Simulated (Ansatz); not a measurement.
**Ni: stress in a strained cell**

Aim: deform Ni (x and y strained by -1.5 %, z held) and compute stress, forces and field gradients with LAPW, PAW and all-electron datasets made for the crystal.

Method: DFT LDA, scalar-relativistic, in Ansatz 0.2.0.

### Step 1. Starting point

Symmetry: P6_3/mmc, No. 194, hexagonal system. The conventional cell has a = 2.448 Å, b = 2.448 Å, c = 4.073 Å, α = 90.00°, β = 90.00°, γ = 120.00°. Around Ni (site symmetry -6m2) lie 12 Ni at 2.45 to 2.48 Å.

Structure file:

```cif
data_structure
_symmetry_space_group_name_H-M 'P6_3/mmc'
_symmetry_Int_Tables_number 194
_cell_length_a 2.4480
_cell_length_b 2.4480
_cell_length_c 4.0728
_cell_angle_alpha 90.000
_cell_angle_beta 90.000
_cell_angle_gamma 120.000
_cell_volume 21.14
loop_
_atom_site_label
_atom_site_type_symbol
_atom_site_symmetry_multiplicity
_atom_site_Wyckoff_symbol
_atom_site_fract_x
_atom_site_fract_y
_atom_site_fract_z
_atom_site_occupancy
Ni1 Ni 2 c 0.33333 0.66667 0.25000 1
```

The file gives the conventional cell by its symmetry; the runs use the cell typed in the input.

Atoms are numbered in the order of the input: Ni1, Ni2.

### Step 2. After the deformation

Space group P6_3/mmc before, P6_3/mmc after.

### Step 3. LAPW, all electrons

File input.yaml:

```yaml
crystal:
  lattice:
    - [2.4113025544, 0.0, 0.0]
    - [-1.2056512772, 2.0882492683, 0.0]
    - [0.0, 0.0, 4.07280757]
  atoms:
    - { symbol: Ni, position: [0.3333333333, 0.6666666667, 0.25], spin: 1.5 }
    - { symbol: Ni, position: [0.6666666667, 0.3333333333, 0.75], spin: 1.5 }
magnetization:
  spin_polarized: true
kpoints:
  mp_grid: { grid: [15, 15, 8] }
scf:
  occupations: { method: fermi_dirac, width: 0.08 }
hamiltonian:
  xc: lda
  pseudopotentials: { kind: all_electron, lapw: { basis_error: 0.001 } }
output:
  forces: true
  stress: true
  eigenvalues: true
```

On the command line:

```
$ ansatz run input.yaml --threads 1 --pin off --max-ram 3072MiB --backend cpu --events-out ev --progress --plain --runs-dir out
```

### Step 4. Frozen-core PAW

input.yaml, as its differences from that of step 3:

```diff
@@ -16,3 +16,3 @@
   xc: lda
-  pseudopotentials: { kind: all_electron, lapw: { basis_error: 0.001 } }
+  pseudopotentials: { kind: paw }
 output:
@@ -21 +21,2 @@
   eigenvalues: true
+  efg: { contact_densities: true }
```

### Step 5. All-electron PAW on datasets made for the crystal

input.yaml, as its differences from that of step 4:

```diff
@@ -16,3 +16,3 @@
   xc: lda
-  pseudopotentials: { kind: paw }
+  pseudopotentials: { kind: all_electron, datasets: crystal }
 output:
```

(Steps that only read results are left out.)

**Question.** What will these runs give? Wanted: pressure; largest shear or deviatoric stress.

The runs gave:

| quantity | value |
| --- | --- |
| pressure | LAPW -4.13, PAW -4.05, crystal datasets -4.13 GPa |
| largest shear or deviatoric stress (LAPW) | 5.33 GPa |

The largest part of the stress beyond the pressure is 5.33 GPa in size, in the zz component; the atoms are carried along and not relaxed. No run of the undeformed cell stands beside it, so the pressure holds what the given cell had before the change. PAW: stress within 0.09 GPa of LAPW. Crystal datasets: stress within 0.01 GPa of LAPW. Other magnetic orders may lie lower; this is the state that the run reached.
